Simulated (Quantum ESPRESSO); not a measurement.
Crystal: SiC.

```
Si C
1.0
     3.07569    0.00000    0.00000
    -1.53785    2.66363    0.00000
     0.00000    0.00000   10.07065
Si C
4 4
Direct
  0.00000 0.00000 0.18789
  0.00000 0.00000 0.68789
  0.33333 0.66667 0.43784
  0.66667 0.33333 0.93784
  0.00000 0.00000 0.00046
  0.00000 0.00000 0.50046
  0.33333 0.66667 0.24980
  0.66667 0.33333 0.74980
```

The cell is a database's computed one.

Base run:

* Program: Quantum ESPRESSO 7.5
* Functional: N12
* Potentials or basis: PseudoDojo 0.4.1 SR PBE standard
* Cutoff: 1116 eV
* Density cutoff: 4463 eV
* k mesh: 10 × 10 × 3
* Occupations: fermi-dirac, width 0.05 eV
* Spin: no spin polarisation

Its results: band gap on the k mesh 2.22 eV, indirect (least direct gap 3.35 eV); pressure -5.0 GPa; largest force 0.023 eV/Å.

Task: The run is repeated on the same cell with these changes: functional from N12 to RGE2. What comes out?

Result: Band gap on the k mesh 2.09 eV, indirect (least direct gap 3.22 eV); pressure 1.6 GPa; largest force 0.008 eV/Å.

Caveats: the potentials were made for another functional, which shifts forces and pressure.
